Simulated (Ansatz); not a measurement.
RuAl2 and the effect of the pressure

The cell as given:

```xyz
3
Lattice="-1.5604 1.5604 4.2218 1.5604 -1.5604 4.2218 1.5604 1.5604 -4.2218" Properties=species:S:1:pos:R:3 pbc="T T T"
Ru    0.0000    0.0000    0.0000
Al    0.0000    0.0000    2.8776
Al    0.0000    0.0000    5.5660
```

The cell comes from a database or a generator and needn't be the stable form of this composition.

Kept alike: task relaxation of cell and atoms; functional PBEsol; k mesh 12 × 12 × 12; occupations fermi-dirac, width 0.05 eV; no spin polarisation. Program: Ansatz, all-electron LAPW, scalar-relativistic. The mesh is that of the run's cell of 3 atoms. No spin-orbit coupling.

```csv
"pressure, P (GPa)",volume (Å³/atom)
0,13.673
5,13.315
10,13.001
20,?
30,12.034
```

The relaxations keep at least the cell's symmetry (I4/mmm). For a metal such a mesh leaves the last digits unconverged. The runs follow the start's structure, whether or not it is the stable one at these pressures. P is the pressure aimed at, which the runs meet within some hundredths to tenths of a GPa.

Question: Fit the rows shown and predict the run at 20 GPa.

Answer: Murnaghan's form V = V0 (1 + B′P/B0)^(-1/B′) through the rows shown has V0 = 13.6729, B0 = 178.5 GPa and B′ = 4.13 (largest miss 0.0005); at P = 20 it gives 12.470 Å³/atom. The run gave: volume 12.471 Å³/atom.
